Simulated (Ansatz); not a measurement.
# FeO (I4/mmm) in Ansatz: a series of runs, part 2 of 2

Ansatz 0.2.0. The steps go on from the part before.

### Step 5. Band structure, PBEsol, collinear spin, ferromagnetic start

The input, input.yaml:

```yaml
crystal:
  lattice:
    - [-1.602103413, 1.602103413, 2.08339225]
    - [1.602103413, -1.602103413, 2.08339225]
    - [1.602103413, 1.602103413, -2.08339225]
  atoms:
    - { symbol: Fe, position: [0.0, 0.0, 0.0], spin: 3.0 }
    - { symbol: O, position: [0.5, 0.5, 0.0] }
kpoints:
  mp_grid: { grid: [12, 12, 12] }
  band_path:
    path:
      - [0.0, 0.0, 0.0]
      - [0.0, 0.0, 0.5]
      - [-0.2956711885, 0.2956711885, 0.5]
      - [-0.3978355942, 0.3978355942, 0.3978355942]
      - [0.0, 0.0, 0.0]
      - [0.5, 0.5, -0.5]
      - [0.3978355942, 0.6021644058, -0.3978355942]
      - [0.0, 0.5, 0.0]
    npoints: 12
scf:
  occupations: { method: fermi_dirac, width: 0.05 }
hamiltonian:
  xc: pbesol
  pseudopotentials:
    kind: all_electron
    lapw: { basis_error: 0.001 }
    dirac_shells: { Fe: ["2p"] }
magnetization:
  spin_polarized: true
output:
  forces: true
  stress: true
  eigenvalues: true
```

Potentials or basis: all-electron LAPW, inner shells corrected to Dirac's equation.

Run with:

```
$ ansatz run input.yaml --threads 2 --pin off --max-ram 6144MiB --backend cpu --events-out ev --progress --plain --runs-dir out
```

The log of the run:

```text
Warning: RAYON_NUM_THREADS=2 ignored (pool sized by the plan → 2); use --threads N
LAPW: plane waves up to 9.931 Å⁻¹, error target 1.0e-3 eV per atom; small_component_spin mean_spin; O in spheres of 0.946 Å, 8 of its electrons in bands, Dirac shells []; Fe in spheres of 1.137 Å, 16 of its electrons in bands, Dirac shells [2p] (how accurate: hamiltonian.pseudopotentials.lapw.basis_error, Limitations)
Engine: ansatz 0.2.0, aarch64-unknown-linux-gnu
Pseudopotentials: kind: all_electron
Pseudopotential: Fe, LAPW, valence charge 16, lapw/all_electron/scalar/gaussian/Fe, Koelling and Harmon's equation with Dirac's for 2p, gaussian nucleus
Pseudopotential: O, LAPW, valence charge 8, lapw/all_electron/scalar/gaussian/O, Koelling and Harmon's equation, gaussian nucleus
Functional definition: PBEsol
  exchange = pbesol_x
  correlation = pbesol_c
Crystal: 2 atoms, lattice volume = 21.390 Å³
Basis set: ecut = 375.74309701346107 eV, 363 PW (Γ), exchange–correlation at level 2
Bands: 18, of which v1, the nominal top of the filled ones, is band 12 counted from 1 (11 counted from 0)
Symmetry: 16 space group operations
Space group: I4/mmm (ITA 139), of the structure as read, at distance tolerance 2.8e-5 Å
Magnetic group: BNS 139.531 (UNI 1191), of the structure as read, at distance tolerance 2.8e-5 Å
k-points: 163 of 1728
Non-local potential: Fe, projectors of the file, none
Non-local potential: O, projectors of the file, none
Initial density: superposition of atomic densities (chi_scale 0.1, normalization cell, long waves kept (reshape's long-wave potential 0.00 eV rms))
Starting moments: Σ|m| = 3 μB on 1 of 2 sites
Initial wavefunctions: plane waves of lowest kinetic energy (no species holds an atomic orbital)
Functional: x = pbesol(κ = 0.804, μ = 0.12345679012345678), c = pbesol(β = 0.046)
iter 1 solved again at ethr=8.20e-3 eV; its pass at ethr=1.00e-1 eV (dr2=1.97e0 eV) is discarded
SCF iter   1: F=—  HF=-36644.929904 eV  |F-HF|=—  |Δ(HF+E_count)|=         —  Δρ=6.34e-2 (↑5.61e-2 ↓6.34e-2)  dr2=1.97e0  dr2_m=3.27e-1  M=4.014 μB ∫|m|=4.015 μB  β_m=0.30  ethr=8.20e-3  ⟨swp⟩=2.0  Hψ=36812  notcnv=0
[... 12 lines left out ...]
SCF iter   8: F=—  HF=-36643.900321 eV  |F-HF|=—  |Δ(HF+E_count)|=   1.12e-5  Δρ=4.44e-5 (↑3.15e-5 ↓4.44e-5)  dr2=9.75e-7  dr2_m=4.38e-8  M=4.001 μB ∫|m|=4.012 μB  β_m=0.94  ethr=2.20e-7  ⟨swp⟩=2.0  Hψ=15840  notcnv=0
SCF iter   9: F=—  HF=-36643.900322 eV  |F-HF|=—  |Δ(HF+E_count)|=   5.99e-7  Δρ=1.04e-5 (↑9.64e-6 ↓1.04e-5)  dr2=8.83e-8  dr2_m=2.43e-10  M=4.001 μB ∫|m|=4.012 μB  β_m=0.91  ethr=4.06e-9  ⟨swp⟩=2.1  Hψ=15884  notcnv=0
SCF iter  10: F=—  HF=-36643.900322 eV  |F-HF|=—  |Δ(HF+E_count)|=   2.59e-8  Δρ=8.58e-6 (↑5.61e-6 ↓8.58e-6)  dr2=4.80e-8  dr2_m=6.32e-10  M=4.001 μB ∫|m|=4.012 μB  β_m=0.80  ethr=3.68e-10  ⟨swp⟩=2.3  Hψ=16036  notcnv=0
SCF iter  11: F=-36643.900322 eV  HF=-36643.900322 eV  |F-HF|=8.73e-11  |Δ(HF+E_count)|=   2.47e-8  Δρ=1.74e-6 (↑1.74e-6 ↓1.56e-6)  dr2=2.47e-9  dr2_m=5.47e-12  M=4.001 μB ∫|m|=4.012 μB  ethr=2.00e-10  ⟨swp⟩=2.0  Hψ=15836  notcnv=0
SCF 1 converged in 11 iterations: F = -36643.900322 eV  dr2 = 2.47e-9
NSCF: frozen V_eff on 85 k-points
SCF converged after 11 iterations
Magnetization: 4.0012 μB (14.0006 up, 9.9994 down)
Absolute magnetization: 4.0122 μB (∫|ρ↑−ρ↓|)
Spin contamination: 0.0127 ħ² per cell (⟨S²⟩ above its minimum at these occupations)
Per-site moments (μB) at R_I (Å): [(3.591778457522345, 1.1372920890726284), (0.3131955386112004, 0.9461001298824075)]
Free energy (F): -36643.900322 eV
Harris-Foulkes:  -36643.900322 eV  (|F-HF|=8.73e-11)
Internal energy: -36643.887404 eV  (E = F + TS)
E sigma→0 (E₀):  -36643.893863 eV
Entropy (-TS):   -0.012917 eV (-6.459 meV/atom)
Fermi energy:    13.360468 eV
--- Per-component energies (eV) ---
  E_band       = -1274.726855
  E_kinetic    = 37108.308723
  E_xc         = -1715.594711
  E_electrostatic = -72036.601416  (all electrons and nuclei)
  E_smearing   = -0.012917  (= −TS)
  E_closure    = 0.000000  (closes the sum)
  E_atoms      = -36627.337883  (free atoms, spherical and without spin; not in F)
  Σ components = -36643.900322   (vs F -36643.900322, Δ=0.00e0)
  Basis errors (estimates in eV, not in F): energy 4.0e-4 per atom: plane waves 3.6e-4 (2.1e-4 summed), levels above the bands 8.2e-115, relativity 5.6e-7, radial functions 3.6e-5, core shells 6.3e-8; eigenvalues (radial functions only) 3.5e-5; not estimated: angular momenta, meshes, grids; target (lapw.basis_error) 1.0e-3; muffin-tin radii O 0.946 Å, Fe 1.137 Å
--- Forces (eV/Å), atoms counted from 1 ---
  atom   1  Fe    -0.00000000     0.00000000     0.00000000
  atom   2  O     -0.00000000     0.00000000     0.00000000
  max |Σ_I F_I| component: 2.42e-30 eV/Å
--- Stress (GPa, compression-positive) ---
      -17.269009      -0.000000      -0.000000
       -0.000000     -17.269009      -0.000000
       -0.000000      -0.000000     -14.013352
  P = ⅓ Tr σ = -16.1838 GPa (-161.838 kbar)
--- Band table (eV; the first three rows and the last of 326) ---
  k-point 0 ↑: bands = ["-492.0906", "-76.2475", "-42.4242", "-42.4040", "-42.4040", "-6.9293", "9.4523", "9.4523", "9.4707", "9.5944", "9.7050", "9.7050", "9.7288", "9.7703", "13.0640", "28.2219", "29.6438", "29.6438"]
  k-point 1 ↑: bands = ["-492.0906", "-76.2472", "-42.4254", "-42.4065", "-42.4046", "-6.8562", "8.4098", "9.0472", "9.3345", "9.4015", "9.6937", "9.8964", "10.1559", "10.5911", "13.6452", "27.1192", "28.7862", "29.2703"]
  k-point 2 ↑: bands = ["-492.0906", "-76.2463", "-42.4285", "-42.4132", "-42.4062", "-6.6600", "7.2642", "8.7183", "9.0247", "9.2643", "9.7565", "10.2686", "10.4903", "10.9635", "15.0272", "25.9065", "26.5242", "27.6771"]
  k-point 162 ↓: bands = ["-491.8114", "-72.1391", "-38.4380", "-38.4380", "-38.4110", "-5.2248", "6.9029", "8.9353", "8.9353", "11.3758", "14.0824", "14.0824", "14.0916", "14.4251", "19.4397", "22.6626", "24.1184", "27.4528"]
```

It took 37 s on 2 threads of Arm Neoverse V2, shared host; peak memory 0.65 GiB.

Results:

```yaml
Free_energy: -36643.9003 eV
Pressure: -16.2 GPa
Band_gap_along_the_path: none (metal or under the smearing width)
Net_moment: 4.00 μB per cell
Absolute_moment: 4.01 μB per cell
Site_moments: Fe +3.59; O +0.31 μB
```

Levels at the corners of the path, in eV from the Fermi level:
Spin up:
```tsv
point	band 11	band 12	band 13	band 14	band 15	band 16	band 17	band 18
Γ	-3.66	-3.66	-3.63	-3.59	-0.30	14.86	16.28	16.28
X	-3.37	-2.88	-2.87	-2.79	4.65	7.73	10.61	13.40
Y	-3.04	-2.91	-2.83	-1.98	6.36	8.21	8.97	10.75
S	-2.94	-2.80	-2.52	-2.36	5.67	8.26	8.84	12.69
Γ	-3.66	-3.66	-3.63	-3.59	-0.30	14.86	16.28	16.28
Z	-3.28	-2.85	-2.85	-2.77	4.76	8.77	9.57	13.08
S1	-2.94	-2.80	-2.52	-2.36	5.67	8.26	8.84	12.69
N	-3.03	-2.51	-0.83	-0.22	3.63	7.73	10.95	12.89
```
Spin down:
| point | band 6 | band 7 | band 8 | band 9 | band 10 | band 11 | band 12 | band 13 | band 14 | band 15 |
| --- | --- | --- | --- | --- | --- | --- | --- | --- | --- | --- |
| Γ | -19.75 | -3.38 | -3.06 | -3.06 | -0.75 | -0.75 | -0.45 | -0.34 | 0.05 | 1.01 |
| X | -18.73 | -6.64 | -4.46 | -3.90 | -1.88 | 0.54 | 0.55 | 0.80 | 1.04 | 5.97 |
| Y | -18.58 | -6.00 | -5.60 | -5.05 | -0.56 | 0.15 | 0.75 | 0.99 | 1.56 | 7.66 |
| S | -18.58 | -6.23 | -5.46 | -4.59 | -1.13 | 0.59 | 0.62 | 1.22 | 1.26 | 6.94 |
| Γ | -19.75 | -3.38 | -3.06 | -3.06 | -0.75 | -0.75 | -0.45 | -0.34 | 0.05 | 1.01 |
| Z | -18.59 | -6.46 | -4.43 | -4.43 | -1.98 | 0.72 | 0.72 | 0.73 | 1.06 | 6.08 |
| S1 | -18.58 | -6.23 | -5.46 | -4.59 | -1.13 | 0.59 | 0.62 | 1.22 | 1.26 | 6.94 |
| N | -18.68 | -7.67 | -5.02 | -4.85 | 0.26 | 0.52 | 0.63 | 2.23 | 2.82 | 4.14 |

Caveat: a cell with one magnetic atom can't hold antiferromagnetic order, which such compounds often take; semilocal functionals often make such compounds metallic where correlation or magnetic order opens a gap, which also shifts bond lengths.

### Step 6. Overview

```tsv
potentials or basis	cutoff (eV)	basis error allowed	pressure (GPa)	moment (μB)
all-electron LAPW, scalar-relativistic	376	0.001 eV/atom	-16.2	4.00
all-electron LAPW, non-relativistic	376	0.001 eV/atom	-15.4	4.00
all-electron PAW datasets made for the crystal	420	-	-16.2	4.00
all-electron LAPW, inner shells corrected to Dirac's equation	376	0.001 eV/atom	-16.2	4.00
```

Alike in all rows: task band structure; level PBEsol; spin collinear, ferromagnetic start; cell as given; k mesh 12 × 12 × 12; smearing fermi-dirac 0.05 eV.

Caveats: a cell with one magnetic atom can't hold antiferromagnetic order, which such compounds often take; semilocal functionals often make such compounds metallic where correlation or magnetic order opens a gap, which also shifts bond lengths.

Compare energies only between runs with the same functional and basis.
